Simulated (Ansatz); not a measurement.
Computed with DFT PBE, scalar-relativistic, plane waves, PAW (Ansatz 0.2.0). Settings: cutoff 420 eV, Γ-centred meshes spaced at most about 0.3 Å⁻¹, and about 0.25 Å⁻¹ or finer for metals (2π included), Gaussian smearing. No spin polarisation.

Temperature and zero-point effects are left out. All are two-dimensional sheets, periodic along a and b, with vacuum along c.

Question: Which of these relaxed structures of Au is the lowest in energy?
A.

```cif
data_structure
_symmetry_space_group_name_H-M 'P 1'
_symmetry_Int_Tables_number 1
_cell_length_a 2.6623
_cell_length_b 2.6622
_cell_length_c 23.8000
_cell_angle_alpha 90.000
_cell_angle_beta 90.000
_cell_angle_gamma 90.000
_cell_volume 168.69
loop_
_atom_site_label
_atom_site_type_symbol
_atom_site_fract_x
_atom_site_fract_y
_atom_site_fract_z
_atom_site_occupancy
Au1 Au 0.00000 0.00000 0.29412 1
```

B.

```cif
data_structure
_symmetry_space_group_name_H-M 'P 1'
_symmetry_Int_Tables_number 1
_cell_length_a 4.4744
_cell_length_b 4.4744
_cell_length_c 23.8000
_cell_angle_alpha 90.000
_cell_angle_beta 90.000
_cell_angle_gamma 120.000
_cell_volume 412.65
loop_
_atom_site_label
_atom_site_type_symbol
_atom_site_fract_x
_atom_site_fract_y
_atom_site_fract_z
_atom_site_occupancy
Au1 Au 0.33333 0.66667 0.29412 1
Au2 Au 0.66667 0.33333 0.29412 1
```

Answer: A. The other, B, lies 0.34 eV/atom higher. Counting all near atoms (those within 1.25 times the shortest distance at each site): A has Au 4; B has Au 3. Both come from invented guesses. The lowest form computed isn't among them: it has layer group p6/mmm (No. 80), 6.5 Å²/atom and lies 0.31 eV/atom below the best shown.

Spin–orbit coupling, which can matter for Au, is left out. Cells relaxed within their symmetry can be saddle points. Some types were kept out of the candidates beforehand, so the set may lack a known form.
